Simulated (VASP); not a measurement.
## Si23W (a cell with a defect): single point with PBEsol+U

Crystal: Si23W (a cell with a defect).

```xyz
24
Lattice="0.0000 8.1555 8.1555 5.4370 0.0000 5.4370 5.4370 5.4370 0.0000" Properties=species:S:1:pos:R:3 pbc="T T T"
W     5.4364    8.1294   13.5632
Si    8.1499   10.8787   13.5785
Si    8.1517   13.5744   10.8739
Si    5.4523   10.8759   10.8707
Si    5.4494    8.1482    2.7265
Si    8.1288    5.4472    8.1852
Si    8.1314    8.1716    5.4542
Si    5.4356    5.4295    5.4406
Si   10.8535   10.8734   10.8832
Si    8.1787    8.1630   10.8559
Si    8.1854   10.8399    8.1678
Si    5.4312    8.1492    8.1558
Si    1.3901    1.3825    1.3823
Si    4.0252    4.0549    1.4068
Si    4.0264    1.4077    4.0456
Si    6.7899    4.0809    4.0792
Si    1.3301    4.0856    4.0965
Si    4.0934    6.7906    4.0731
Si    4.0988    4.0547    6.7980
Si    6.7870    6.7898    6.7983
Si    1.4423    6.7288    6.7424
Si    4.0730    9.5128    6.8071
Si    4.0755    6.7949    9.5177
Si    6.7917    9.5041    9.5102
```

```yaml
Program: VASP 6.6.1
Task: single point
Functional: PBEsol
Potentials_or_basis: VASP PAW PBE potentials, release 64 (W_sv, Si)
Cutoff: 350 eV
k_mesh: 2 × 3 × 3
Occupations: gaussian, width 0.03 eV
Spin: collinear spin, ferromagnetic start
Starting_moments: "[2.0, 0.0, 0.0, 0.0, 0.0, 0.0, 0.0, 0.0, 0.0, 0.0, 0.0, 0.0, 0.0, 0.0, 0.0, 0.0, 0.0, 0.0, 0.0, 0.0, 0.0, 0.0, 0.0, 0.0] μB"
Hubbard_terms: W d U = 2 eV
Dq: 0
Further_INCAR_settings: LREAL = Auto; ALGO = Normal; EDIFF = 1e-05; NBANDS = 75; ISYM = 0
```

| Quantity | Value |
| --- | --- |
| Pressure | 1.1 GPa |
| Largest force | 0.028 eV/Å |
| Band gap on the k mesh | 0.26 eV, indirect (least direct gap 0.37 eV) |
| Net moment | 2.00 μB per cell |
| Site moments | W +1.35; Si +0.02, +0.01, -0.00, -0.02, -0.03, +0.00 μB |
| Valence electrons inside the program's atomic spheres | W 12.07; Si 1.69, 1.70, 1.73 |

Forces on the atoms (eV/Å):
```
W    0.002  0.001 -0.007
Si   0.011 -0.012 -0.003
Si   0.002  0.005 -0.007
Si  -0.009 -0.017 -0.015
Si  -0.014  0.018  0.007
Si  -0.010  0.003  0.001
Si  -0.007  0.005 -0.010
Si  -0.011  0.012 -0.005
Si   0.014 -0.002 -0.003
Si  -0.010 -0.002 -0.003
Si  -0.018  0.009 -0.005
Si  -0.003  0.000  0.009
Si  -0.012 -0.017 -0.001
Si  -0.001 -0.017  0.022
Si   0.004  0.005 -0.005
Si  -0.006  0.001  0.010
Si   0.007  0.005  0.007
Si  -0.001  0.004 -0.010
Si  -0.006 -0.003  0.015
Si   0.012  0.005  0.017
Si   0.009 -0.008 -0.008
Si   0.012  0.002 -0.011
Si   0.019 -0.001 -0.005
Si   0.018  0.003  0.011
```

Stress tensor (GPa, compression positive):
```
 1.06 -0.04 -0.05
-0.04  1.07  0.06
-0.05  0.06  1.07
```

Levels at points of the mesh, in eV from the valence-band top:
Spin up:
```csv
k point,band 52,band 53,band 54,band 55,band 56,band 57
"(0.00, 0.00, 0.00)",-0.30,-0.11,-0.10,0.95,1.12,1.13
"(0.50, 0.00, 0.00)",-0.54,-0.20,-0.12,0.66,1.04,1.05
```
Spin down:
```tsv
k point	band 50	band 51	band 52	band 53	band 54	band 55
(0.00, 0.00, 0.00)	-0.21	-0.08	-0.07	0.36	0.66	0.98
(0.50, 0.00, 0.00)	-0.60	-0.22	-0.21	0.26	0.59	0.80
```

Eigenvalues of the final occupation matrices:
```
    site  spin  trace               eigenvalues
site 1 d     1   2.44  0.40 0.42 0.42 0.59 0.60
site 1 d     2   1.11  0.05 0.06 0.33 0.33 0.33
```

Run time: 8.6 min on 1 thread of Intel(R) Xeon(R) Platinum 8559C (Emerald Rapids), on a shared host, peak memory 0.63 GiB.

Caveat: the PAW data sets were made with another functional, which shifts forces and pressure a little; spin-orbit coupling is left out, which moves the levels of the heavy elements; the U is typed as a test and isn't derived for this compound. The state reached can hang on the start; a lower one may exist.
